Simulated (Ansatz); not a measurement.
## MgO at 2 GPa: from Born charge to LO–TO splitting and polaron coupling

Method: Ansatz, DFT PBEsol, scalar-relativistic, plane waves, PAW. Settings: 420 eV plane-wave cutoff, Γ-centred 10×10×10 mesh, fixed occupations. No spin polarisation. Phonons by linear response, acoustic sum rule imposed.

The cell, relaxed at 2 GPa:
```
Mg O
1.0
     0.00000    2.09839    2.09839
     2.09839    0.00000    2.09839
     2.09839    2.09839    0.00000
Mg O
1 1
Direct
  0.00000 0.00000 0.00000
  0.50000 0.50000 0.50000
```

Linear response gives ν_TO = 399.1 cm⁻¹, Born charges ±1.975 e (positive on Mg) and ε∞ = 3.231. The primitive cell holds 18.479 Å³, and the masses are 24.305 and 15.999 amu.

**Question.** Find ν_LO and the static dielectric constant.

**Answer.** The long-wave field adds a restoring force: ω_LO² − ω_TO² = Z*²e²/(ε_vac ε∞ μV). In these units ν_LO² − ν_TO² = 4.92064×10⁷ Z*²/(μ V ε∞) cm⁻², with μ = m₁m₂/(m₁ + m₂) = 9.648 amu: 333239 cm⁻². So ν_LO = √(399.1² + 333239) = 701.8 cm⁻¹, and the run gives 701.8. Lyddane–Sachs–Teller then gives ε0 = ε∞ (ν_LO/ν_TO)² = 9.99, against 9.99 in the run (it forms both from the same three quantities, so the match checks the arithmetic only). Between ν_TO and ν_LO the dielectric function is negative and an undamped crystal reflects fully: a reststrahlen band from 14.2 to 25.1 μm.

**Question.** What do the Clausius–Mossotti polarisability and the Szigeti charge come to?

**Answer.** With the Lorentz local field, α = (3V/4π)(ε∞ − 1)/(ε∞ + 2) = 1.88 Å³ for the pair, and e_S = 3Z*/(ε∞ + 2) = 1.13 e. The Born charge includes the electrons' response to the dipole's own local field, and e_S takes that enhancement out. The Lorentz field assumes point-like polarisable ions, a fair picture at this small ε∞.

**Question.** How strongly does a slow electron couple to the LO mode?

**Answer.** For one isotropic parabolic band, Fröhlich's constant is α_F = (1/ε∞ − 1/ε0) √(m* Ry/ħω_LO), with Ry = 13.606 eV, ħω_LO = 87.0 meV and m* in free-electron masses: α_F = 0.2094 × 12.50 × √m* = 2.62 √m*. The band mass isn't part of this run; for m* = 0.1, 0.3 and 1 it gives 0.83, 1.43, 2.62. In weak coupling the polaron lies α_F ħω_LO below the band edge (125 meV at m* = 0.3) with a mass m*(1 + α_F/6); past α_F of about 5 or 6 that expansion fails. A semilocal functional's ε∞ tends to be too large, which taken alone lowers α_F.

Cost: 1 run of about 0.15 core-minutes, on Intel Xeon Processor @ 2.70GHz (shared hosts).

The Born charge lies close to the formal ionic charge, as expected for a closed-shell, strongly ionic oxide: moving the ions transfers little extra charge through O 2p–cation hybridisation, unlike in ferroelectric perovskites with d⁰ cations. The wide LO–TO splitting therefore needs no anomalous dynamical charge. It follows from nearly full ionic charges on light ions in a small cell, with only weak electronic screening of the long-range field. The same polar displacements supply most of the static dielectric constant, which rises from 3.231 to 9.99. The Szigeti charge of 1.13 e shouldn't be read as evidence of half-covalent bonding, since short-range overlap deforms the electron shells as the ions move and lowers this charge even in a strongly ionic crystal.

For electrons, the dispersive, largely s-like conduction band of MgO suggests a light mass and hence a large polaron at weak to intermediate coupling. The estimate doesn't carry over to holes, whose degenerate, flatter O 2p bands call for a multiband treatment and a separate test of self-trapping.
